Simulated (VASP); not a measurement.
# I (I4/mmm) in VASP: reference runs, part 2 of 2

VASP 6.6.1. The steps go on from the part before.

## (3) Single point, PBE (cell strained at random at fixed volume)

Contents of INCAR:

```
SYSTEM = I
PREC     = Accurate       ! precision mode
ENCUT    = 520            ! plane-wave cutoff, eV
EDIFF    = 1E-7           ! SCF threshold, eV
ISMEAR   = -1             ! smearing method
SIGMA    = 0.05           ! smearing width, eV
LREAL    = .FALSE.        ! projectors in reciprocal space
LASPH    = .TRUE.         ! aspherical terms in the spheres
NELM     = 60             ! most SCF steps
ALGO     = Normal         ! electronic algorithm
ISIF     = 2              ! what is computed and relaxed
LWAVE    = .FALSE.        ! write WAVECAR
LCHARG   = .FALSE.        ! write CHGCAR
GGA      = PE             ! functional
NBANDS   = 10             ! bands
```

Contents of KPOINTS:

```
regular mesh
0
G
  11 11 11
  0 0 0
```

Contents of POSCAR:

```
I
1.0
   -1.5899450000      1.6320630000      4.2366870000
    1.6842080000     -1.6402030000      4.2755240000
    1.5553370000      1.6055950000     -4.2397740000
I
1
Direct
    0.0027500000      0.0116350000      0.0153920000
```

Potentials or basis: VASP PAW PBE potentials, release 64 (I).

Command:

```
cat potpaw_PBE.64/I/POTCAR > POTCAR
mpirun -np 1 vasp_std > vasp.out
```

OUTCAR:

```text
SYSTEM = I
   PREC = Accurate
   ENCUT = 520
   EDIFF = 1E-7
   ISMEAR = -1
   LREAL = .FALSE.
   LASPH = .TRUE.
   NELM = 60
   ISIF = 2
   GGA = PE

 ion  position               nearest neighbor table
   1  0.003  0.012  0.015-

  LATTYP: Found a triclinic cell.
 ALAT       =     3.2399270954
 B/A-ratio  =     2.0850466843
 C/A-ratio  =     4.3948387720
 COS(alpha) =     0.0010379738
 COS(beta)  =     0.6596742581
 COS(gamma) =     0.7384661458

  Lattice vectors:

 A1 = (  -3.2395450000,   0.0346080000,  -0.0357500000)
 A2 = (  -4.9237530000,   1.6748110000,  -4.3112740000)
 A3 = (  -9.5551560000,  -6.3796320000,   8.4111350000)

Analysis of symmetry for initial positions (statically):
=====================================================================
 Subroutine PRICEL returns:
 Original cell was already a primitive cell.

 Routine SETGRP: Setting up the symmetry group for a
 triclinic supercell.

 Subroutine GETGRP returns: Found  2 space group operations
 (whereof  1 operations were pure point group operations)
 out of a pool of  2 trial point group operations.

The static configuration has the point symmetry C_1 .
 The point group associated with its full space group is S_2 .

Analysis of symmetry for dynamics (positions and initial velocities):
=====================================================================
 Subroutine PRICEL returns:
 Original cell was already a primitive cell.

 Routine SETGRP: Setting up the symmetry group for a
 triclinic supercell.

 Subroutine GETGRP returns: Found  2 space group operations
 (whereof  1 operations were pure point group operations)
 out of a pool of  2 trial point group operations.

The dynamic configuration has the point symmetry C_1 .
 The point group associated with its full space group is S_2 .

[... 143 lines left out ...]
  volume/ion in A,a.u.               =      44.63       301.18
  Fermi-wavevector in a.u.,A,eV,Ry     =   0.882875  1.668392 10.605317  0.779469
  Thomas-Fermi vector in A             =   2.003566
   LORBIT       =      0    0 simple, 1 ext, 2 COOP (PROOUT), +10 PAW based schemes
   GGA     = PE    functional components
   LHFCALC =     F    Hartree Fock is set to
   AEXX    =    0.0000 exact exchange contribution
   IVDW    =     0    specifies the selected vdW correction
   LEPSILON=     F    determine dielectric tensor
   LRPA    =     F    only Hartree local field effects (RPA)
 non-spin polarized calculation
  energy-cutoff  :      520.00
  volume of cell :       44.63
 maximum number of plane-waves:      1223
   NGX = 17   NGY = 19   NGZ = 17

 number of electron       7.0000000 magnetization

 Free energy of the ion-electron system (eV)
  ---------------------------------------------------
  ext. energy  EPLUGINS =         0.00000000
  ---------------------------------------------------
  free energy    TOTEN  =        -1.42120541 eV

  energy without entropy =       -1.41514483  energy(sigma->0) =       -1.41817512

 E-fermi :   2.6908     XC(G=0):  -7.7682

 val. band max:        2.6906404946   @ k =  -0.2727  -0.2727   0.3636
 cond. band min:       2.6920447074   @ k =  -0.3636  -0.3636   0.4545
 fundamental gap:      0.0014042128
 Fermi energy:         2.6908109383

 k-point     1 :       0.0000    0.0000    0.0000
  band No.  band energies     occupation
      1     -11.0782      2.00000
      2       0.3687      2.00000
      3       3.4342      0.00000
      4       3.5093      0.00000
      5       6.8837      0.00000
      6       9.9864      0.00000
      7      10.6230      0.00000
      8      15.1206      0.00000
      9      15.1749      0.00000
     10      15.2024      0.00000
[... 495 lines left out ...]
 k-point    40 :       0.0000    0.3636    0.0000
  band No.  band energies     occupation
      1     -10.0363      2.00000
      2      -1.6343      2.00000
      3       0.8497      2.00000
      4       4.2012      0.00000
      5       8.0800      0.00000
      6      10.5973      0.00000
      7      11.4992      0.00000
      8      14.8763      0.00000
      9      15.4907      0.00000
     10      16.1949      0.00000

 [... further k-points ...]

------------------------ aborting loop because EDIFF is reached ----------------------------------------

  FORCE on cell =-STRESS in cart. coord.  units (eV):
  Direction    XX          YY          ZZ          XY          YZ          ZX
  --------------------------------------------------------------------------------------
  -------------------------------------------------------------------------------------
  Total        0.0100278     -0.0267922      0.0478099     -0.0072792      0.0001811     -0.0079836
  in kB        0.3599902     -0.9618232      1.7163439     -0.2613185      0.0065013     -0.2866070
  external PRESSURE =       0.3715036 kB  Pullay stress =       0.0000000 kB

 VOLUME and BASIS-vectors are now :
 -----------------------------------------------------------------------------
  energy-cutoff  :      520.00
  volume of cell :       44.63
      direct lattice vectors                 reciprocal lattice vectors
    -1.589945000  1.632063000  4.236687000     0.002001582  0.308998903  0.117751613
     1.684208000 -1.640203000  4.275524000     0.307462703  0.003395301  0.114076740
     1.555337000  1.605595000 -4.239774000     0.312055369  0.312197850 -0.003157110

 POSITION                                       TOTAL-FORCE (eV/Angst)
 -----------------------------------------------------------------------------------
      0.03916      0.01012     -0.00386         0.000000      0.000000      0.000000
 -----------------------------------------------------------------------------------
    total drift:                                0.000000     -0.000000      0.000001

  FREE ENERGIE OF THE ION-ELECTRON SYSTEM (eV)
  ---------------------------------------------------
  free  energy   TOTEN  =        -1.4212054143 eV

  energy  without entropy=       -1.4151448296  energy(sigma->0) =       -1.41817512
```

OSZICAR:

```text
N       E                     dE             d eps       ncg     rms          rms(c)
DAV:   1     0.212953621180E+02    0.21295E+02   -0.23714E+03 13320   0.483E+02
DAV:   2    -0.420889506291E+00   -0.21716E+02   -0.20949E+02 17006   0.812E+01
DAV:   3    -0.143960831419E+01   -0.10187E+01   -0.10141E+01 16686   0.183E+01
DAV:   4    -0.145040144918E+01   -0.10793E-01   -0.10791E-01 16720   0.230E+00
DAV:   5    -0.145058201861E+01   -0.18057E-03   -0.18057E-03 16780   0.275E-01    0.480E+00
DAV:   6    -0.142949299237E+01    0.21089E-01   -0.17549E-02 14938   0.622E-01    0.297E+00
DAV:   7    -0.142124532388E+01    0.82477E-02   -0.37145E-02 14756   0.926E-01    0.126E-01
DAV:   8    -0.142119508579E+01    0.50238E-04   -0.16272E-03 14630   0.244E-01    0.281E-02
DAV:   9    -0.142120115331E+01   -0.60675E-05   -0.22712E-05 17630   0.351E-02    0.128E-02
DAV:  10    -0.142120486226E+01   -0.37089E-05   -0.51361E-06 14688   0.131E-02    0.248E-03
DAV:  11    -0.142120532116E+01   -0.45891E-06   -0.39190E-07 16156   0.365E-03    0.165E-03
DAV:  12    -0.142120541432E+01   -0.93155E-07   -0.13111E-07 14688   0.199E-03
   1 F= -.14212054E+01 E0= -.14181751E+01  d E =-.606058E-02
```

stdout:

```text
POSCAR found type information on POSCAR I
 POSCAR found :  1 types and       1 ions
 scaLAPACK will be used
 LDA part: xc-table for (Slater+PW92), standard interpolation
 POSCAR, INCAR and KPOINTS ok, starting setup
 FFT: planning ... GRIDC
 FFT: planning ... GRID_SOFT
 FFT: planning ... GRID
 WAVECAR not read
 entering main loop
```

Wall time 3.3 min (1 thread of AMD EPYC 9R45 (Zen 5), shared host); peak memory 0.38 GiB.

Results:

```
Free energy            : -1.4212 eV
Pressure               : 0.0 GPa
Band gap on the k mesh : none (metal or under the smearing width)
```

Caveat: an odd number of electrons without spin polarisation forces a metal; a magnetic or distorted state may lie lower.
